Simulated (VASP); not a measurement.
Lu, 1 atom in the cell. It takes space group Pm-3m (No. 221, cubic). Conventional cell: a = 3.179 Å, b = 3.179 Å, c = 3.179 Å, α = 90.00°, β = 90.00°, γ = 90.00°. Lu (site symmetry m-3m) is surrounded by 6 Lu at 3.18 Å. This isn't the form of Lu at room conditions, which is hcp.

| Item | Value |
| --- | --- |
| Program | VASP 6.6.1 |
| Task | single point |
| Functional | RPBE |
| Potentials or basis | VASP PAW PBE potentials, release 64 (Lu) |
| Cutoff | 520 eV |
| k mesh | 11 × 11 × 11 |
| Occupations | fermi-dirac, width 0.1 eV |
| Spin | no spin polarisation |
| Dipole correction | no |
| Further INCAR settings | ALGO = Normal; EDIFF = 1e-07; NBANDS = 18 |

Potentials or basis: VASP PAW PBE potentials, release 64 (Lu).

The run is started by

```sh
$ cat potpaw_PBE.64/Lu/POTCAR > POTCAR
$ mpirun -np 1 vasp_std > vasp.out
```

Hardware: 1 thread of AMD EPYC 9R45 96-Core Processor (Zen 5), on a shared host.

How long does it take, and how much memory?

It took 12 s on 1 thread of AMD EPYC 9R45 96-Core Processor (Zen 5) (shared host), peak memory 0.14 GiB. Counts: scf iterations 13, k points 56.
